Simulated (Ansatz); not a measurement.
# MoSe2 (P6_3/mmc) in Ansatz: equation of state

How stiff is MoSe2 in PBEsol, and what volume does it want? The cell is scaled to several volumes.

All numbers are computed with Ansatz 0.2.0; they aren't measurements. Logs are shortened: lines on timing, memory, paths and dates and some standing lists are left out, and cuts for length are marked.

### Step 1. The structure

The structure is hexagonal, space group P6_3/mmc (No. 194). The conventional cell has a = 3.288 Å, b = 3.288 Å, c = 12.900 Å, α = 90.00°, β = 90.00°, γ = 120.00°. Mo (site symmetry -6m2) is surrounded by 6 Se at 2.49 Å. Around Se (site symmetry 3m) lie 3 Mo at 2.49 Å.

### Step 2. Single point, PBEsol, 18.92 Å³/atom (volume scaled by 0.94)

Contents of input.yaml:

```yaml
crystal:
  lattice:
    - [3.2208791255, 0.0, 0.0]
    - [-1.6104395627, 2.7893631451, 0.0]
    - [0.0, 0.0, 12.6366608024]
  atoms:
    - { symbol: Mo, position: [0.6666666667, 0.3333333333, 0.75] }
    - { symbol: Mo, position: [0.3333333333, 0.6666666667, 0.25] }
    - { symbol: Se, position: [0.6666666667, 0.3333333333, 0.375] }
    - { symbol: Se, position: [0.3333333333, 0.6666666667, 0.875] }
    - { symbol: Se, position: [0.6666666667, 0.3333333333, 0.125] }
    - { symbol: Se, position: [0.3333333333, 0.6666666667, 0.625] }
hamiltonian:
  xc: pbesol
  pseudopotentials: { kind: paw }
kpoints:
  mp_grid: { grid: [9, 9, 2] }
scf:
  occupations: { method: fermi_dirac, width: 0.05 }
output:
  forces: true
  stress: true
  eigenvalues: true
```

Potentials or basis: Ansatz PAW.

Command:

```
> ansatz run input.yaml --threads 2 --pin off --max-ram 5632MiB --backend cpu --events-out ev --progress --plain --runs-dir out
```

Log:

```text
Warning: RAYON_NUM_THREADS=2 ignored (pool sized by the plan → 2); use --threads N
Engine: ansatz 0.2.0, aarch64-unknown-linux-gnu
Pseudopotentials: kind: paw
Pseudopotential: Mo, paw, valence charge 14, recommended cutoff 420 eV (normal), Mo.paw.azcp
Pseudopotential: Se, paw, valence charge 16, recommended cutoff 420 eV (normal), Se.paw.azcp
Functional definition: PBEsol
  exchange = pbesol_x
  correlation = pbesol_c
Crystal: 6 atoms, lattice volume = 113.530 Å³
Basis set: ecut = 420 eV, 2263 PW (Γ), exchange–correlation on 48×48×180 points (8 copies of the dense FFT grid, shifted against one another)
Bands: 56, of which v1, the nominal top of the filled ones, is band 46 counted from 1 (45 counted from 0)
Symmetry: 24 space group operations
Space group: P63/mmc (ITA 194), of the structure as read, at distance tolerance 4.8e-5 Å
k-points: 24 of 162
Non-local potential: Mo, projectors of the file, l = 0: 3, l = 1: 2, l = 2: 2, l = 3: 1
Non-local potential: Se, projectors of the file, l = 0: 2, l = 1: 2, l = 2: 3, l = 3: 1
PAW form: soft (Blöchl's): semilocal exchange-correlation on the pseudo side does not see the compensation charge
PAW frozen core: Mo, regenerated for the run's functional, and the local potential with it (the file was generated under x = pbe(κ = 0.804, μ = 0.2195149727645171), c = pbe(β = 0.06672455060314922))
PAW frozen core: Se, regenerated for the run's functional, and the local potential with it (the file was generated under x = pbe(κ = 0.804, μ = 0.2195149727645171), c = pbe(β = 0.06672455060314922))
PAW one-centre angular grid: Mo, 590 points (default); XC on 64 Gauss nodes
PAW one-centre angular grid: Se, 590 points (default); XC on 64 Gauss nodes
Initial density: superposition of atomic densities (neutral atoms: chi_scale 0, normalization atom), corrected by the library's trained network
Initial wavefunctions: pseudopotential atomic-orbital guess
Functional: x = pbesol(κ = 0.804, μ = 0.12345679012345678), c = pbesol(β = 0.046)
SCF iter   1: F=—  HF=-31495.637008 eV  |F-HF|=—  |Δ(HF+E_count)|=         —  Δρ=5.70e-3  dr2=1.55e-2  ethr=1.77e-3  ⟨swp⟩=6.2  Hψ=4759  notcnv=0  defer=2
preconditioner: auto → Resta (q_TF=auto, 2.634 Å⁻¹)  ε∞=6.2  [insulator: Δε(μ)=0.879 eV  Ē_g=9.196 eV  σ=0.050 eV  W_gap=1.00  n_scr=40 (ndim 8)  ℏωp=20.9 eV  f_vac=0.042  D(μ)=0.00/eV (n_scr^D=0)  ε∞_Penn≈6.2]
SCF iter   2: F=—  HF=-31495.640402 eV  |F-HF|=—  |Δ(HF+E_count)|=   3.39e-3  Δρ=3.11e-3  dr2=3.57e-3  ethr=1.68e-5  ⟨swp⟩=2.0  Hψ=2019  notcnv=0  defer=9
SCF iter   3: F=—  HF=-31495.642253 eV  |F-HF|=—  |Δ(HF+E_count)|=   1.85e-3  Δρ=1.35e-3  dr2=9.08e-4  ethr=3.88e-6  ⟨swp⟩=2.1  Hψ=1495  notcnv=0  defer=2
automatic band count: iteration 3 solves 55 bands in place of 56: the levels show a gap, and the empty bands left out lie too high to hold charge; the band table lists the bands solved (type scf.n_extra_bands for more)
SCF iter   4: F=—  HF=-31495.642648 eV  |F-HF|=—  |Δ(HF+E_count)|=   3.95e-4  Δρ=2.21e-4  dr2=6.92e-5  ethr=9.87e-7  ⟨swp⟩=3.0  Hψ=2375  notcnv=0  defer=2
SCF iter   5: F=—  HF=-31495.642632 eV  |F-HF|=—  |Δ(HF+E_count)|=   1.62e-5  Δρ=8.34e-5  dr2=1.33e-5  ethr=7.52e-8  ⟨swp⟩=2.0  Hψ=2353  notcnv=0  defer=2
SCF iter   6: F=—  HF=-31495.642635 eV  |F-HF|=—  |Δ(HF+E_count)|=   3.27e-6  Δρ=1.64e-5  dr2=4.37e-7  ethr=1.45e-8  ⟨swp⟩=2.0  Hψ=1635  notcnv=0  defer=2
SCF iter   7: F=-31495.642635 eV  HF=-31495.642635 eV  |F-HF|=1.17e-8  |Δ(HF+E_count)|=   3.35e-7  Δρ=3.61e-6  dr2=3.09e-8  ethr=1.09e-10  ⟨swp⟩=8.5  Hψ=4784  notcnv=0
SCF 1 converged in 7 iterations: F = -31495.642635 eV  dr2 = 3.09e-8
SCF converged after 7 iterations
Free energy (F): -31495.642635 eV
Harris-Foulkes:  -31495.642635 eV  (|F-HF|=1.17e-8)
Internal energy: -31495.642626 eV  (E = F + TS)
E sigma→0 (E₀):  -31495.642631 eV
Entropy (-TS):   -0.000009 eV (-0.002 meV/atom)
Fermi energy:    14.004580 eV
--- Per-component energies (eV) ---
  E_band       = -1547.225522
  E_kinetic    = 1375.350734
  E_local      = -11849.713947  (includes V_loc(G=0)·N_el)
  E_nonlocal   = -2079.337808
  E_hartree    = 5643.067161
  E_xc         = -786.473139
  E_vxc        = -860.283312  (∫ρ·V_xc dr)
  E_paw        = -13759.594576  (= ΣΔE_a)
  E_vpaw       = 580.618944  (= ΣTr[D̂ρ^β])
  E_aug_tail   = -0.002344  (compensation charges beyond the density's cutoff)
  E_ewald      = -10043.391107
  E_core_change = 4.452400  (= ΣΔE_core)
  E_smearing   = -0.000009  (= −TS)
  E_closure    = 0.000000  (closes the sum)
  Σ components = -31495.642635   (vs F -31495.642635, Δ=0.00e0)
--- Forces (eV/Å), atoms counted from 1 ---
  atom   1  Mo     0.00000000    -0.00000000     0.00000000
  atom   2  Mo    -0.00000000     0.00000000     0.00000000
  atom   3  Se    -0.00000000     0.00000000     1.96294860
  atom   4  Se     0.00000000    -0.00000000     1.96294860
  atom   5  Se    -0.00000000     0.00000000    -1.96294860
  atom   6  Se     0.00000000    -0.00000000    -1.96294860
  max |Σ_I F_I| component: 9.25e-18 eV/Å
--- Stress (GPa, compression-positive) ---
       10.702271      -0.000000       0.000000
        0.000000      10.702271       0.000000
        0.000000       0.000000      18.384226
  P = ⅓ Tr σ = 13.2629 GPa (132.629 kbar)
--- Band table (eV; the first three rows and the last of 24) ---
  k-point 0: bands = ["-47.5784", "-47.5784", "-34.4185", "-34.4185", "-34.4184", "-34.4184", "-34.4177", "-34.4177", "-34.4176", "-34.4176", "-34.3758", "-34.3758", "-34.3755", "-34.3755", "-34.3738", "-34.3738", "-34.3736", "-34.3736", "-34.3586", "-34.3583", "-34.3543", "-34.3540", "-21.8540", "-21.8540", "-21.6018", "-21.6018", "-21.6018", "-21.6018", "-1.9319", "-1.6699", "-0.6764", "-0.2383", "6.4740", "7.5909", "10.0237", "10.4151", "10.4151", "10.4275", "10.4275", "11.5958", "11.5958", "11.6372", "11.6372", "12.3146", "12.7407", "13.6435", "16.1732", "16.1732", "16.2251", "16.2251", "16.5442", "16.5442", "16.7496", "16.7496", "19.0063"]
  k-point 1: bands = ["-47.5784", "-47.5784", "-34.4185", "-34.4185", "-34.4185", "-34.4185", "-34.4176", "-34.4176", "-34.4176", "-34.4176", "-34.3756", "-34.3756", "-34.3756", "-34.3756", "-34.3737", "-34.3737", "-34.3737", "-34.3737", "-34.3585", "-34.3585", "-34.3541", "-34.3541", "-21.8540", "-21.8540", "-21.6018", "-21.6018", "-21.6018", "-21.6018", "-1.8196", "-1.8196", "-0.4414", "-0.4414", "6.9410", "6.9410", "10.4212", "10.4212", "10.4212", "10.4212", "11.0299", "11.0299", "11.6165", "11.6165", "11.6165", "11.6165", "13.4185", "13.4185", "16.1913", "16.1913", "16.1913", "16.1913", "16.6542", "16.6542", "16.6542", "16.6542", "19.1450"]
  k-point 2: bands = ["-47.5744", "-47.5744", "-34.4183", "-34.4182", "-34.4178", "-34.4178", "-34.4177", "-34.4177", "-34.4170", "-34.4169", "-34.3759", "-34.3758", "-34.3756", "-34.3755", "-34.3742", "-34.3740", "-34.3739", "-34.3736", "-34.3583", "-34.3580", "-34.3539", "-34.3536", "-21.8438", "-21.8438", "-21.6453", "-21.6453", "-21.6114", "-21.6114", "-1.7384", "-1.4791", "-0.5761", "-0.1593", "6.6910", "7.7992", "9.7086", "9.9809", "10.0105", "10.6076", "10.6298", "10.9302", "11.2963", "11.3471", "11.7389", "12.3394", "12.9611", "13.3045", "15.7835", "15.8740", "15.8915", "16.1627", "16.2169", "16.4381", "16.4679", "16.5671", "19.9555"]
  k-point 23: bands = ["-47.5403", "-47.5403", "-34.4159", "-34.4159", "-34.4144", "-34.4144", "-34.4140", "-34.4140", "-34.4135", "-34.4135", "-34.3782", "-34.3782", "-34.3764", "-34.3764", "-34.3753", "-34.3753", "-34.3742", "-34.3742", "-34.3555", "-34.3555", "-34.3507", "-34.3507", "-21.8812", "-21.8812", "-21.8236", "-21.8236", "-21.7553", "-21.7553", "0.5586", "0.5586", "0.6630", "0.6630", "7.3180", "7.3180", "8.0316", "8.0316", "8.5844", "8.5844", "9.1192", "9.1192", "10.1027", "10.1027", "10.8845", "10.8845", "12.9028", "12.9028", "14.5195", "14.5195", "15.8076", "15.8076", "16.5475", "16.5475", "17.9046", "17.9046", "19.8968"]
```

It took 4.1 s on 2 threads of Arm Neoverse V1, shared host; peak memory 0.45 GiB.

What came out:

```yaml
Free_energy: -31495.6426 eV
Pressure: 13.3 GPa
Largest_force: 1.963 eV/Å
Band_gap_on_the_k_mesh: 0.87 eV, indirect (least direct gap 1.49 eV)
```

Caveat: odd divisions of the mesh miss points on the zone boundary, where band edges often lie, so the gap on the mesh can be too wide; the cell's inner coordinates are idealised or old, which leaves forces on the atoms; this functional lacks dispersion, which binds the layers, so the pressure and a relaxed spacing across them are unreliable; the PAW data sets come from PBE, with cores solved anew for the run's functional, which leaves a small shift of forces and pressure.

### Step 3. Single point, PBEsol, 19.32 Å³/atom (volume scaled by 0.96)

input.yaml: that of step 2 with these lines changed.

```diff
@@ -2,5 +2,5 @@
   lattice:
-    - [3.2208791255, 0.0, 0.0]
-    - [-1.6104395627, 2.7893631451, 0.0]
-    - [0.0, 0.0, 12.6366608024]
+    - [3.2435621202, 0.0, 0.0]
+    - [-1.6217810601, 2.8090071948, 0.0]
+    - [0.0, 0.0, 12.7256543035]
   atoms:
```

Potentials or basis: Ansatz PAW.

Command:

```
> ansatz run input.yaml --threads 2 --pin off --max-ram 5632MiB --backend cpu --events-out ev --progress --plain --runs-dir out
```

Run time: 4.3 s. Hardware: 2 threads of Arm Neoverse V1, shared host; peak memory 0.46 GiB.

The run converged. Its results:

| Item | Value |
| --- | --- |
| Free energy | -31495.8140 eV |
| Pressure | 9.5 GPa |
| Largest force | 1.543 eV/Å |
| Band gap on the k mesh | 0.88 eV, indirect (least direct gap 1.45 eV) |

Caveat: odd divisions of the mesh miss points on the zone boundary, where band edges often lie, so the gap on the mesh can be too wide; the cell's inner coordinates are idealised or old, which leaves forces on the atoms; this functional lacks dispersion, which binds the layers, so the pressure and a relaxed spacing across them are unreliable; the PAW data sets come from PBE, with cores solved anew for the run's functional, which leaves a small shift of forces and pressure.

### Step 4. Single point, PBEsol, 19.73 Å³/atom (volume scaled by 0.98)

input.yaml: that of step 3 with these lines changed.

```diff
@@ -2,5 +2,5 @@
   lattice:
-    - [3.2435621202, 0.0, 0.0]
-    - [-1.6217810601, 2.8090071948, 0.0]
-    - [0.0, 0.0, 12.7256543035]
+    - [3.265932221, 0.0, 0.0]
+    - [-1.6329661105, 2.8283802704, 0.0]
+    - [0.0, 0.0, 12.8134202101]
   atoms:
```

Command:

```
> ansatz run input.yaml --threads 2 --pin off --max-ram 5632MiB --backend cpu --events-out ev --progress --plain --runs-dir out
```

Wall time 4.3 s (2 threads of Arm Neoverse V1, shared host); peak memory 0.46 GiB.

Results (log left out):

```
Free energy            : -31495.9322 eV
Pressure               : 6.2 GPa
Largest force          : 1.155 eV/Å
Band gap on the k mesh : 0.88 eV, indirect (least direct gap 1.41 eV)
```

Caveat: odd divisions of the mesh miss points on the zone boundary, where band edges often lie, so the gap on the mesh can be too wide; the cell's inner coordinates are idealised or old, which leaves forces on the atoms; this functional lacks dispersion, which binds the layers, so the pressure and a relaxed spacing across them are unreliable; the PAW data sets come from PBE, with cores solved anew for the run's functional, which leaves a small shift of forces and pressure.

### Step 5. Single point, PBEsol, 20.13 Å³/atom

input.yaml: that of step 4 with these lines changed.

```diff
@@ -2,5 +2,5 @@
   lattice:
-    - [3.265932221, 0.0, 0.0]
-    - [-1.6329661105, 2.8283802704, 0.0]
-    - [0.0, 0.0, 12.8134202101]
+    - [3.288, 0.0, 0.0]
+    - [-1.644, 2.8474915276, 0.0]
+    - [0.0, 0.0, 12.9]
   atoms:
@@ -23 +23,5 @@
   eigenvalues: true
+  write_density: true
+  write_potential: true
+  elf: true
+  volumetric_format: npy
```

Command:

```
> ansatz run input.yaml --threads 2 --pin off --max-ram 5632MiB --backend cpu --events-out ev --progress --plain --runs-dir out
```

Wall time 6.2 s (2 threads of Arm Neoverse V1, shared host); peak memory 0.47 GiB.

Results (log left out):

```yaml
Free_energy: -31496.0026 eV
Pressure: 3.2 GPa
Largest_force: 0.795 eV/Å
Band_gap_on_the_k_mesh: 0.88 eV, indirect (least direct gap 1.38 eV)
```

Caveat: odd divisions of the mesh miss points on the zone boundary, where band edges often lie, so the gap on the mesh can be too wide; the cell's inner coordinates are idealised or old, which leaves forces on the atoms; this functional lacks dispersion, which binds the layers, so the pressure and a relaxed spacing across them are unreliable; the PAW data sets come from PBE, with cores solved anew for the run's functional, which leaves a small shift of forces and pressure.

### Step 6. Single point, PBEsol, 20.53 Å³/atom (volume scaled by 1.02)

input.yaml: that of step 5 with these lines changed.

```diff
@@ -2,5 +2,5 @@
   lattice:
-    - [3.288, 0.0, 0.0]
-    - [-1.644, 2.8474915276, 0.0]
-    - [0.0, 0.0, 12.9]
+    - [3.309775469, 0.0, 0.0]
+    - [-1.6548877345, 2.866349637, 0.0]
+    - [0.0, 0.0, 12.9854329533]
   atoms:
@@ -23,5 +23 @@
   eigenvalues: true
-  write_density: true
-  write_potential: true
-  elf: true
-  volumetric_format: npy
```

Potentials or basis: Ansatz PAW.

Command:

```
> ansatz run input.yaml --threads 2 --pin off --max-ram 5632MiB --backend cpu --events-out ev --progress --plain --runs-dir out
```

Run time: 4.6 s. Hardware: 2 threads of Arm Neoverse V1, shared host; peak memory 0.47 GiB.

Results (log left out):

```yaml
Free_energy: -31496.0301 eV
Pressure: 0.5 GPa
Largest_force: 0.462 eV/Å
Band_gap_on_the_k_mesh: 0.87 eV, indirect (least direct gap 1.34 eV)
```

Caveat: odd divisions of the mesh miss points on the zone boundary, where band edges often lie, so the gap on the mesh can be too wide; the cell's inner coordinates are idealised or old, which leaves forces on the atoms; this functional lacks dispersion, which binds the layers, so the pressure and a relaxed spacing across them are unreliable; the PAW data sets come from PBE, with cores solved anew for the run's functional, which leaves a small shift of forces and pressure.

### Step 7. Single point, PBEsol, 20.93 Å³/atom (volume scaled by 1.04)

input.yaml: that of step 6 with these lines changed.

```diff
@@ -2,5 +2,5 @@
   lattice:
-    - [3.309775469, 0.0, 0.0]
-    - [-1.6548877345, 2.866349637, 0.0]
-    - [0.0, 0.0, 12.9854329533]
+    - [3.3312681198, 0.0, 0.0]
+    - [-1.6656340599, 2.8849628185, 0.0]
+    - [0.0, 0.0, 13.0697563093]
   atoms:
@@ -23 +23,5 @@
   eigenvalues: true
+  write_density: true
+  write_potential: true
+  elf: true
+  volumetric_format: npy
```

Command:

```
> ansatz run input.yaml --threads 2 --pin off --max-ram 5632MiB --backend cpu --events-out ev --progress --plain --runs-dir out
```

Run time: 5.9 s. Hardware: 2 threads of Arm Neoverse V1, shared host; peak memory 0.47 GiB.

The run converged. Its results:

```
Free energy            : -31496.0189 eV
Pressure               : -1.9 GPa
Largest force          : 0.153 eV/Å
Band gap on the k mesh : 0.87 eV, indirect (least direct gap 1.31 eV)
```

Caveat: odd divisions of the mesh miss points on the zone boundary, where band edges often lie, so the gap on the mesh can be too wide; the cell's inner coordinates are idealised or old, which leaves forces on the atoms; this functional lacks dispersion, which binds the layers, so the pressure and a relaxed spacing across them are unreliable; the PAW data sets come from PBE, with cores solved anew for the run's functional, which leaves a small shift of forces and pressure.

### Step 8. Single point, PBEsol, 21.34 Å³/atom (volume scaled by 1.06)

input.yaml: that of step 7 with these lines changed.

```diff
@@ -2,5 +2,5 @@
   lattice:
-    - [3.3312681198, 0.0, 0.0]
-    - [-1.6656340599, 2.8849628185, 0.0]
-    - [0.0, 0.0, 13.0697563093]
+    - [3.3524869601, 0.0, 0.0]
+    - [-1.6762434801, 2.9033388733, 0.0]
+    - [0.0, 0.0, 13.1530054092]
   atoms:
@@ -23,5 +23 @@
   eigenvalues: true
-  write_density: true
-  write_potential: true
-  elf: true
-  volumetric_format: npy
```

Command:

```
> ansatz run input.yaml --threads 2 --pin off --max-ram 5632MiB --backend cpu --events-out ev --progress --plain --runs-dir out
```

Run time: 4.2 s. Hardware: 2 threads of Arm Neoverse V1, shared host; peak memory 0.47 GiB.

Results (log left out):

```yaml
Free_energy: -31495.9730 eV
Pressure: -4.1 GPa
Largest_force: 0.134 eV/Å
Band_gap_on_the_k_mesh: 0.87 eV, indirect (least direct gap 1.27 eV)
```

Caveat: odd divisions of the mesh miss points on the zone boundary, where band edges often lie, so the gap on the mesh can be too wide; the cell's inner coordinates are idealised or old, which leaves forces on the atoms; this functional lacks dispersion, which binds the layers, so the pressure and a relaxed spacing across them are unreliable; the PAW data sets come from PBE, with cores solved anew for the run's functional, which leaves a small shift of forces and pressure.

### Step 9. Equation of state, PBEsol

Potentials or basis: Ansatz PAW.

This step only gathers the single runs of the series.

Results:

- Equilibrium volume: 20.61 Å³/atom
- Bulk modulus at fixed shape and positions: 128 GPa
- Pressure derivative of the bulk modulus: 4.4

Energy against volume, from the lowest point:
```tsv
volume (Å³/atom)	energy (meV/atom)
18.922	64.57
19.324	36.00
19.727	16.30
20.129	4.57
20.532	0.00
20.935	1.86
21.337	9.51
```

Caveat: the cell was scaled at fixed shape and fractional positions, which overstates the stiffness of a crystal with free parameters, most of all of layers and chains; the cell's inner coordinates are idealised or old, which leaves forces on the atoms; this functional lacks dispersion, which binds the layers, so the pressure and a relaxed spacing across them are unreliable.
